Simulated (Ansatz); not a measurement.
# SnSe (F-43m) in Ansatz: settings compared

The runs below take SnSe through relaxation of cell and atoms, with PBE, PBE+D3(BJ), PBE+D3(BJ)-ATM.

Program: Ansatz 0.2.0. These are calculated values, not measurements. Logs are shortened: lines on timing, memory, paths and dates and some standing lists are left out, and cuts for length are marked.

### 1 Starting point

The structure is cubic, space group F-43m (No. 216). The conventional cell has a = 6.782 Å, b = 6.782 Å, c = 6.782 Å, α = 90.00°, β = 90.00°, γ = 90.00°. Around Sn (site symmetry -43m) lie 4 Se at 2.94 Å. Se (site symmetry -43m) is surrounded by 4 Sn at 2.94 Å.

The cell was built by a generator and needn't be a form met in nature.

### 2 Relaxation of cell and atoms, PBE

input.yaml

```yaml
crystal:
  lattice:
    - [0.0, 3.39084, 3.39084]
    - [3.39084, 0.0, 3.39084]
    - [3.39084, 3.39084, 0.0]
  atoms:
    - { symbol: Sn, position: [0.0, 0.0, 0.0] }
    - { symbol: Se, position: [0.75, 0.75, 0.75] }
hamiltonian:
  xc: pbe
  pseudopotentials: { kind: paw }
kpoints:
  mp_grid: { grid: [7, 7, 7] }
scf:
  occupations: { method: fermi_dirac, width: 0.05 }
output:
  forces: true
  stress: true
  eigenvalues: true
relax:
  f_tol: 0.01
  max_steps: 40
  cell: { stress_tol: 0.05 }
```

Potentials or basis: Ansatz PAW.

Launch:

```sh
$ ansatz run input.yaml --threads 2 --pin off --max-ram 5632MiB --backend cpu --events-out ev --progress --plain --runs-dir out
```

What it wrote:

```text
Warning: RAYON_NUM_THREADS=2 ignored (pool sized by the plan → 2); use --threads N
Engine: ansatz 0.2.0, aarch64-unknown-linux-gnu
Pseudopotentials: kind: paw
Pseudopotential: Sn, paw, valence charge 14, recommended cutoff 420 eV (normal), Sn.paw.azcp
Pseudopotential: Se, paw, valence charge 16, recommended cutoff 420 eV (normal), Se.paw.azcp
Functional definition: PBE
  parameter kappa = 0.804
  parameter beta = 0.06672455060314922
  exchange = pbe_x(kappa = kappa, mu = beta*pi^2/3)
  correlation = pbe_c(beta = beta)
Crystal: 2 atoms, lattice volume = 77.974 Å³
Basis set: ecut = 420 eV, 1471 PW (Γ), exchange–correlation on 72×72×72 points (8 copies of the dense FFT grid, shifted against one another)
Bands: 19, of which v1, the nominal top of the filled ones, is band 15 counted from 1 (14 counted from 0)
Symmetry: 24 space group operations
Space group: F-43m (ITA 216), of the structure as read, at distance tolerance 4.3e-5 Å
k-points: 20 of 343 (time reversal used)
Non-local potential: Sn, projectors of the file, l = 0: 2, l = 1: 2, l = 2: 2, l = 3: 2
Non-local potential: Se, projectors of the file, l = 0: 2, l = 1: 2, l = 2: 3, l = 3: 1
PAW form: soft (Blöchl's): semilocal exchange-correlation on the pseudo side does not see the compensation charge
PAW one-centre angular grid: Sn, 590 points (default); XC on 64 Gauss nodes
PAW one-centre angular grid: Se, 590 points (default); XC on 64 Gauss nodes
Initial density: superposition of atomic densities (neutral atoms: chi_scale 0, normalization atom), corrected by the library's trained network
Initial wavefunctions: pseudopotential atomic-orbital guess
Functional: x = pbe(κ = 0.804, μ = 0.2195149727645171), c = pbe(β = 0.06672455060314922)
SCF iter   1: F=—  HF=-11493.700023 eV  |F-HF|=—  |Δ(HF+E_count)|=         —  Δρ=2.70e-3  dr2=1.41e-2  ethr=1.77e-3  ⟨swp⟩=6.0  Hψ=1888  notcnv=0
preconditioner: auto → none  [insulator: Δε(μ)=0.341 eV  Ē_g=8.637 eV  σ=0.050 eV  W_gap=0.92  n_scr=14 (ndim 8)  ℏωp=13.3 eV  f_vac=0.199  D(μ)=0.09/eV (n_scr^D=0)  ε∞_Penn≈3.4]
SCF iter   2: F=—  HF=-11493.697242 eV  |F-HF|=—  |Δ(HF+E_count)|=   2.78e-3  Δρ=1.47e-3  dr2=2.82e-3  ethr=4.71e-5  ⟨swp⟩=2.0  Hψ=719  notcnv=0
SCF iter   3: F=—  HF=-11493.696644 eV  |F-HF|=—  |Δ(HF+E_count)|=   5.98e-4  Δρ=4.53e-4  dr2=2.63e-4  ethr=9.39e-6  ⟨swp⟩=2.0  Hψ=484  notcnv=0
SCF iter   4: F=—  HF=-11493.696910 eV  |F-HF|=—  |Δ(HF+E_count)|=   2.66e-4  Δρ=1.55e-4  dr2=1.96e-5  ethr=8.77e-7  ⟨swp⟩=3.0  Hψ=587  notcnv=0
SCF iter   5: F=—  HF=-11493.696917 eV  |F-HF|=—  |Δ(HF+E_count)|=   6.66e-6  Δρ=4.32e-5  dr2=1.12e-6  ethr=6.52e-8  ⟨swp⟩=2.0  Hψ=580  notcnv=0
SCF iter   6: F=-11493.696919 eV  HF=-11493.696918 eV  |F-HF|=1.28e-7  |Δ(HF+E_count)|=   1.44e-6  Δρ=6.11e-6  dr2=3.84e-8  ethr=3.33e-10  ⟨swp⟩=4.5  Hψ=1930  notcnv=0
SCF 1 converged in 6 iterations: F = -11493.696919 eV  dr2 = 3.84e-8
relax step   1: F+E_penalty+E_count = -11493.69691860 eV  Δ(F+E_penalty+E_count) = +0.000e0 eV  max|allowed force component| = 4.533e-16 eV/Å  Δτ_max = 0.0000 Å  P = -0.036 GPa  Ω = 77.974 Å³  (6 SCF iters, dr2 threshold 1.00e-7 eV, accepted)
Initial density: handed on by an earlier stage of this run
Initial wavefunctions: pseudopotential atomic-orbital guess (no wavefunctions were taken with the density)
iter 1 solved again at ethr=1.94e-7 eV; its pass at ethr=3.10e-3 eV (dr2=5.83e-5 eV) is discarded
SCF iter   1: F=—  HF=-11493.696918 eV  |F-HF|=—  |Δ(HF+E_count)|=         —  Δρ=6.07e-6  dr2=3.81e-8  ethr=1.94e-7  ⟨swp⟩=3.1  Hψ=2825  notcnv=0
eigensolver tolerance schedule: the retry pair's looser diagonalisation over-reported the residual by 1531.62 of it (diagonalisation noise at 0.11 of the residual, at the tolerance the schedule requests for it); recorded, not acted on — ethr = c·dr2/N_el stays at c = 1.0e-1
preconditioner: auto → none  [insulator: Δε(μ)=0.303 eV  Ē_g=8.609 eV  σ=0.050 eV  W_gap=0.88  n_scr=14 (ndim 8)  ℏωp=13.3 eV  f_vac=0.213  D(μ)=0.13/eV (n_scr^D=0)  ε∞_Penn≈3.4]
SCF iter   2: F=—  HF=-11493.696919 eV  |F-HF|=—  |Δ(HF+E_count)|=   1.51e-7  Δρ=3.52e-6  dr2=1.16e-8  ethr=1.27e-10  ⟨swp⟩=2.7  Hψ=682  notcnv=0
SCF iter   3: F=—  HF=-11493.696919 eV  |F-HF|=—  |Δ(HF+E_count)|=   5.41e-8  Δρ=2.29e-6  dr2=1.01e-8  ethr=3.86e-11  ⟨swp⟩=2.1  Hψ=510  notcnv=0
SCF iter   4: F=—  HF=-11493.696919 eV  |F-HF|=—  |Δ(HF+E_count)|=  5.31e-10  Δρ=1.87e-7  dr2=5.04e-11  ethr=3.37e-11  ⟨swp⟩=2.0  Hψ=483  notcnv=0
SCF iter   5: F=-11493.696919 eV  HF=-11493.696919 eV  |F-HF|=7.28e-12  |Δ(HF+E_count)|=  2.18e-11  Δρ=5.19e-8  dr2=2.61e-12  ethr=1.00e-12  ⟨swp⟩=6.8  Hψ=1760  notcnv=0
SCF 2 converged in 5 iterations: F = -11493.696919 eV  dr2 = 2.61e-12
relax step   2: F+E_penalty+E_count = -11493.69691863 eV  Δ(F+E_penalty+E_count) = -3.080e-8 eV  max|allowed force component| = 4.441e-16 eV/Å  Δτ_max = 0.0000 Å  P = -0.036 GPa  Ω = 77.974 Å³  stress off target by 3.65e-2 GPa  SCF on the basis re-selected at this cell (its energy is not comparable with the rows above)  (5 SCF iters)
basis re-selected at this cell: Δ(F+E_penalty+E_count) = -3.080e-8 eV, ΔP = -0.000 GPa vs the last step (what re-selecting the basis moved, of the pressure what is left beyond the Pulay correction that the steps carried, after the strain that the cell walked since its last selection, with what the two solves' SCF thresholds leave and, on support functions, any second-order correction that the steps lacked; it is no measure of the basis error at this ecutwfc). This SCF's stress stands 3.65e-2 GPa from its target on what of the cell is left free (relax.cell.stress_tol is 5.00e-2 GPa) and its largest allowed force component is 4.44e-16 eV/Å (relax.f_tol is 1.00e-2 eV/Å): within both
SCF converged after 5 iterations
Free energy (F): -11493.696919 eV
Harris-Foulkes:  -11493.696919 eV  (|F-HF|=7.28e-12)
Internal energy: -11493.695505 eV  (E = F + TS)
E sigma→0 (E₀):  -11493.696212 eV
Entropy (-TS):   -0.001414 eV (-0.707 meV/atom)
Fermi energy:    5.230440 eV
--- Per-component energies (eV) ---
  E_band       = -589.411564
  E_kinetic    = 301.952758
  E_local      = -4170.885378  (includes V_loc(G=0)·N_el)
  E_nonlocal   = -628.827330
  E_hartree    = 2115.517639
  E_xc         = -486.751786
  E_vxc        = -193.478835  (∫ρ·V_xc dr)
  E_paw        = -6043.147488  (= ΣΔE_a)
  E_vpaw       = -129.207457  (= ΣTr[D̂ρ^β])
  E_aug_tail   = -0.000563  (compensation charges beyond the density's cutoff)
  E_ewald      = -2581.553357
  E_smearing   = -0.001414  (= −TS)
  E_closure    = -0.000000  (closes the sum)
  Σ components = -11493.696919   (vs F -11493.696919, Δ=0.00e0)
--- Forces (eV/Å), atoms counted from 1 ---
  atom   1  Sn     0.00000000    -0.00000000    -0.00000000
  atom   2  Se    -0.00000000     0.00000000    -0.00000000
  max |Σ_I F_I| component: 2.96e-16 eV/Å
--- Stress (GPa, compression-positive) ---
       -0.036498       0.000000      -0.000000
        0.000000      -0.036498       0.000000
       -0.000000       0.000000      -0.036498
  P = ⅓ Tr σ = -0.0365 GPa (-0.365 kbar)
--- Band table (eV; the first three rows and the last of 20) ---
  k-point 0: bands = ["-42.2596", "-42.2596", "-42.2596", "-42.2585", "-42.2585", "-16.5359", "-16.5359", "-16.5359", "-16.5252", "-16.5252", "-7.9024", "-0.1290", "3.0181", "3.0181", "3.0181", "6.7237", "6.7237", "6.7237", "10.0417"]
  k-point 1: bands = ["-42.2596", "-42.2596", "-42.2596", "-42.2585", "-42.2585", "-16.5364", "-16.5353", "-16.5353", "-16.5252", "-16.5252", "-7.8295", "-0.5283", "2.9058", "2.9058", "3.1743", "6.7426", "6.9196", "6.9196", "10.7588"]
  k-point 2: bands = ["-42.2596", "-42.2596", "-42.2596", "-42.2585", "-42.2585", "-16.5377", "-16.5343", "-16.5343", "-16.5249", "-16.5249", "-7.6523", "-1.2719", "2.6879", "2.6879", "3.2161", "7.2700", "7.2700", "7.3491", "11.4903"]
  k-point 19: bands = ["-42.2596", "-42.2596", "-42.2596", "-42.2585", "-42.2585", "-16.5408", "-16.5326", "-16.5306", "-16.5258", "-16.5242", "-7.3230", "-2.0816", "1.4472", "1.8761", "5.0393", "6.7840", "7.6912", "9.0319", "10.5301"]
--- Relaxed structure (1 steps of the walk, 1 accepted, 1 SCFs on fresh bases) ---
  F+E_penalty+E_count = -11493.69691863 eV   max|allowed force component| = 4.441e-16 eV/Å   (the final SCF, on the basis selected at the relaxed cell)
  cell:  # Å, volume = 77.9744 Å³
    - [0.0, 3.39084, 3.39084]
    - [3.39084, 0.0, 3.39084]
    - [3.39084, 3.39084, 0.0]
  atoms:
    - { symbol: Sn, position: [0.0, 0.0, 0.0] }
    - { symbol: Se, position: [0.7499999999999999, 0.7499999999999999, 0.7499999999999999] }
```

Wall time 4.9 s (2 threads of Arm Neoverse V1, shared host); peak memory 0.37 GiB.

What came out:

```
Free energy               : -11493.6969 eV
Energy gained by relaxing : 0.0 meV/atom
Ionic steps               : 2
Pressure after relaxing   : 0.0 GPa
Band gap on the k mesh    : 0.30 eV, indirect (least direct gap 0.74 eV)
```

Final structure:
```cif
data_structure
_symmetry_space_group_name_H-M 'P 1'
_symmetry_Int_Tables_number 1
_cell_length_a 4.7954
_cell_length_b 4.7954
_cell_length_c 4.7954
_cell_angle_alpha 60.000
_cell_angle_beta 60.000
_cell_angle_gamma 60.000
_cell_volume 77.97
loop_
_atom_site_label
_atom_site_type_symbol
_atom_site_fract_x
_atom_site_fract_y
_atom_site_fract_z
_atom_site_occupancy
Sn1 Sn 0.00000 0.00000 0.00000 1
Se1 Se 0.75000 0.75000 0.75000 1
```

Caveat: odd divisions of the mesh miss points on the zone boundary, where band edges often lie, so the gap on the mesh can be too wide; the plane-wave basis is chosen anew once the cell has moved, so the energies of steps on either side of that aren't comparable; spin-orbit coupling is left out, which moves the levels of the heavy elements. A k mesh can miss the band edges.

### 3 Relaxation of cell and atoms, PBE+D3(BJ)

input.yaml: that of step 2 with these lines changed.

```diff
@@ -11,2 +11,3 @@
   pseudopotentials: { kind: paw }
+  dispersion: d3bj
 kpoints:
```

Potentials or basis: Ansatz PAW.

Launch:

```sh
$ ansatz run input.yaml --threads 2 --pin off --max-ram 5632MiB --backend cpu --events-out ev --progress --plain --runs-dir out
```

It took 8.7 s on 2 threads of Arm Neoverse V1, shared host; peak memory 0.37 GiB.

Results (log left out):

- Free energy: -11494.2136 eV
- Relaxed volume: 38.20 Å³/atom
- Relaxed cell: a = 4.763 Å, b = 4.763 Å, c = 4.763 Å, α = 60.00°, β = 60.00°, γ = 60.00°
- Space group after relaxing (to 0.05 Å): F-43m (No. 216)
- Energy gained by relaxing: 2.2 meV/atom
- Ionic steps: 4
- Pressure after relaxing: 0.0 GPa
- Band gap on the k mesh: 0.25 eV, indirect (least direct gap 0.70 eV)

Step by step:
| step | energy change (eV) | largest force (eV/Å) | volume (Å³) |
| --- | --- | --- | --- |
| 1 | 0.0000 | 0.0000 | 77.97 |
| 2 | -0.0032 | 0.0000 | 75.52 |
| 3 | -0.0045 | 0.0000 | 76.40 |
| 4 | -0.0044 | 0.0000 | 76.40 |

Final structure:
```
Sn Se
1.0
     0.00000    3.36790    3.36790
     3.36790    0.00000    3.36790
     3.36790    3.36790    0.00000
Sn Se
1 1
Direct
  0.00000 0.00000 0.00000
  0.75000 0.75000 0.75000
```

Levels at points of the mesh, in eV from the valence-band top:
```tsv
k point	band 12	band 13	band 14	band 15	band 16	band 17	band 18	band 19
(0.00, 0.00, 0.00)	-5.14	-2.10	-2.10	-2.10	1.66	1.66	1.66	5.00
```

Caveat: odd divisions of the mesh miss points on the zone boundary, where band edges often lie, so the gap on the mesh can be too wide; the plane-wave basis is chosen anew once the cell has moved, so the energies of steps on either side of that aren't comparable; spin-orbit coupling is left out, which moves the levels of the heavy elements.

### 4 Relaxation of cell and atoms, PBE+D3(BJ)-ATM

input.yaml: that of step 3 with these lines changed.

```diff
@@ -11,3 +11,3 @@
   pseudopotentials: { kind: paw }
-  dispersion: d3bj
+  dispersion: d3bjatm
 kpoints:
```

Launch:

```sh
$ ansatz run input.yaml --threads 2 --pin off --max-ram 5632MiB --backend cpu --events-out ev --progress --plain --runs-dir out
```

Run time: 8.3 s. Hardware: 2 threads of Arm Neoverse V1, shared host; peak memory 0.37 GiB.

Results (log left out):

```
Free energy                            : -11494.1939 eV
Relaxed volume                         : 38.25 Å³/atom
Relaxed cell                           : a = 4.765 Å, b = 4.765 Å, c = 4.765 Å, α = 60.00°, β = 60.00°, γ = 60.00°
Space group after relaxing (to 0.05 Å) : F-43m (No. 216)
Energy gained by relaxing              : 1.9 meV/atom
Ionic steps                            : 4
Pressure after relaxing                : 0.0 GPa
Band gap on the k mesh                 : 0.25 eV, indirect (least direct gap 0.70 eV)
```

Step by step:
```
step  energy change (eV)  largest force (eV/Å)  volume (Å³)
   1              0.0000                0.0000        77.97
   2             -0.0029                0.0000        75.69
   3             -0.0040                0.0000        76.49
   4             -0.0038                0.0000        76.49
```

Final structure:
```xyz
2
Lattice="0.0000 3.3692 3.3692 3.3692 0.0000 3.3692 3.3692 3.3692 0.0000" Properties=species:S:1:pos:R:3 pbc="T T T"
Sn    0.0000    0.0000    0.0000
Se    5.0539    5.0539    5.0539
```

Levels at points of the mesh, in eV from the valence-band top:
```
           k point  band 12  band 13  band 14  band 15  band 16  band 17  band 18  band 19
(0.00, 0.00, 0.00)    -5.14    -2.09    -2.09    -2.09     1.66     1.66     1.66     5.00
```

Caveat: odd divisions of the mesh miss points on the zone boundary, where band edges often lie, so the gap on the mesh can be too wide; the plane-wave basis is chosen anew once the cell has moved, so the energies of steps on either side of that aren't comparable; spin-orbit coupling is left out, which moves the levels of the heavy elements.

### 5 Overview

| level | gap on the mesh (eV) | pressure (GPa) | relaxed volume (Å³/atom) |
| --- | --- | --- | --- |
| PBE | 0.30 | 0.0 | 38.99 |
| PBE+D3(BJ) | 0.25 | 0.0 | 38.20 |
| PBE+D3(BJ)-ATM | 0.25 | 0.0 | 38.25 |

Alike in all rows: task relaxation of cell and atoms; potentials or basis Ansatz PAW; no spin polarisation; cell relaxed; k mesh 7 × 7 × 7; cutoff (eV) 420; smearing fermi-dirac 0.05 eV.

Caveats: odd divisions of the mesh miss points on the zone boundary, where band edges often lie, so the gap on the mesh can be too wide; the plane-wave basis is chosen anew once the cell has moved, so the energies of steps on either side of that aren't comparable; spin-orbit coupling is left out, which moves the levels of the heavy elements.

Total energies depend on the potentials used, so only differences within one code and one set of settings carry meaning.
